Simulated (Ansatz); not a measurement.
PBE against r2SCAN: BeO, holes 1.5×10^21 cm⁻³

Base system: BeO in the wurtzite structure (space group P6_3mc, No. 186; a = 2.7118 Å, c = 4.4046 Å).

(Cell as relaxed with PBE.)

Levels (all Ansatz, a quantum-chemistry and plane-wave program, PAW): PBE (420 eV, no spin-orbit coupling); r2SCAN (500 eV, no SOC).

Each level relaxes its own structure.

```csv
base,PBE,r2SCAN
volume per atom,7.01 Å³,6.85 Å³
lattice parameter a,271.2 pm,269.0 pm
band gap,7.45 eV,8.55 eV
```

Now apply this change: holes 1.5×10^21 cm⁻³, on a uniform background at fixed cell.

| quantity | PBE | r2SCAN |
|---|---|---|
| gap between the host's bands | 7.49 eV | … |
| Fermi level relative to the doped band's edge (positive inside the band; to 0.05 eV) | +0.10 eV | … |
| gap character | direct at Γ | … |
| shift of the gap caused by the change | +0.04 eV | … |

Problem. What does r2SCAN give?

Solution. 
- gap between the host's bands, r2SCAN: 8.59 eV
- Fermi level relative to the doped band's edge (positive inside the band; to 0.05 eV), r2SCAN: +0.15 eV
- gap character, r2SCAN: direct at Γ
- shift of the gap caused by the change, r2SCAN: +0.04 eV

PBE's gap between the host's bands lies 1.10 eV below r2SCAN's; PBE's Fermi level from band edge lies 0.05 eV below r2SCAN's; the two agree on the gap character and shift of the gap caused by the change. Neither level is exact; r2SCAN is the comparison here, not a measurement.

Charged cell with a jellium background: band edges are those of the host's band count, energies are not comparable with the neutral cell, and many-body gap narrowing is missing. Gaps are read on the SCF mesh and a high-symmetry path. Stability against distortions was not tested.
